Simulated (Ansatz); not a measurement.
BaSnO₃:
```cif
data_BaO3Sn
_chemical_formula_sum 'Sn1 Ba1 O3'
_space_group_name_H-M_alt 'P 1'
_space_group_IT_number 1
_cell_length_a 4.17601
_cell_length_b 4.17601
_cell_length_c 4.17601
_cell_angle_alpha 90.000
_cell_angle_beta 90.000
_cell_angle_gamma 90.000
loop_
_space_group_symop_operation_xyz
  'x, y, z'
loop_
_atom_site_label
_atom_site_type_symbol
_atom_site_fract_x
_atom_site_fract_y
_atom_site_fract_z
_atom_site_occupancy
Sn1 Sn 0.00000 0.00000 0.00000 1
Ba1 Ba 0.50000 0.50000 0.50000 1
O1 O 0.50000 0.00000 0.00000 1
O2 O 0.00000 0.50000 0.00000 1
O3 O 0.00000 0.00000 0.50000 1
```

Relaxed with PBE. Independent-particle spectrum: no excitons, no local fields, no scissors shift; 0.1 eV broadening; ε₁ of the summed bands alone.

Task: Tabulate the dielectric function from DFT-PBE in the program Ansatz with PAW potentials.

Result: 

```csv
E (eV),ε₁ xx,ε₂ xx
0.0,5.07,0.00
0.5,5.17,0.00
1.0,5.89,0.41
1.5,5.13,1.14
2.0,4.79,1.11
2.5,4.68,1.05
3.0,4.68,1.01
3.5,4.78,1.00
4.0,4.98,1.02
4.5,5.34,1.08
5.0,6.20,1.35
5.5,6.76,3.41
6.0,5.33,3.99
6.5,5.43,4.38
7.0,3.99,5.58
7.5,1.85,5.14
8.0,2.61,3.71
8.5,3.00,6.24
9.0,-0.23,4.38
9.5,0.49,3.57
10.0,0.86,2.97
10.5,1.26,2.60
11.0,0.51,3.58
11.5,0.44,2.95
12.0,0.10,2.37
```

Task: From ε at 1.9 eV (xx: 4.84 + 1.12i), find n, k, the normal reflectivity and the absorption coefficient.

Result: n = 2.21, k = 0.253, R = 15 %, α = 2kE/ħc = 49000 cm⁻¹.

With all bands, ε∞ without local fields is 5.31. DFPT, with local fields, gives 5.21.

Space group Pm-3m (cubic perovskite). The cell was relaxed with PBE under the symmetry of its start. At this level the phase is dynamically unstable (imaginary phonons). Spin–orbit coupling is left out wherever it is not named.

Potentials: the later of the program's two PAW sets.
